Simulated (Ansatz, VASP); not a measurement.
# Pt: VASP beside Ansatz

```
Pt
1.0
     0.00000    4.61132    2.50088
     3.99565    0.00000    2.50088
     3.99565    4.61132    0.00000
Pt
5
Cartesian
  2.6180 4.6113 2.3357
  5.3733 4.6113 2.3357
  3.9957 6.6999 3.3337
  3.9957 2.5227 3.3337
  3.9957 4.6113 5.0253
```

Alike in both runs: functional PBE; k mesh 4 × 4 × 4; occupations gaussian, width 0.1 eV; no spin polarisation.

Ansatz relaxed the structure, and its values are those at the end. VASP's run is a single point on that final structure, the one shown.

|  | VASP | Ansatz |
| --- | --- | --- |
| version | VASP 6.6.1 | Ansatz 0.2.0 |
| potentials or method | VASP PAW PBE potentials, release 64 (Pt) | scalar-relativistic, plane waves, PAW |
| plane-wave cutoff (eV) | 520 | 420 |
| valence electrons in the cell | 50 | 90 |

|  | VASP | Ansatz | Ansatz less VASP |
| --- | --- | --- | --- |
| gap on the k mesh at the Fermi level (eV) | none | none | - |
| pressure (GPa) | -0.5 | 0.0 | +0.42 |
| rms of the force components (eV/Å) | 0.007 | 0.005 | -0.0021 |

A gap of «none» marks a metal or a gap that the smearing closes. With one functional, cell and mesh, what is left measures potentials, basis and numerics. The two sets of potentials don't hold the same shells in valence.

Caveats: the k mesh is coarse (spacing up to 0.41 Å⁻¹), so the values aren't converged. The runs have no spin-orbit coupling, so splittings on Pt are missing.
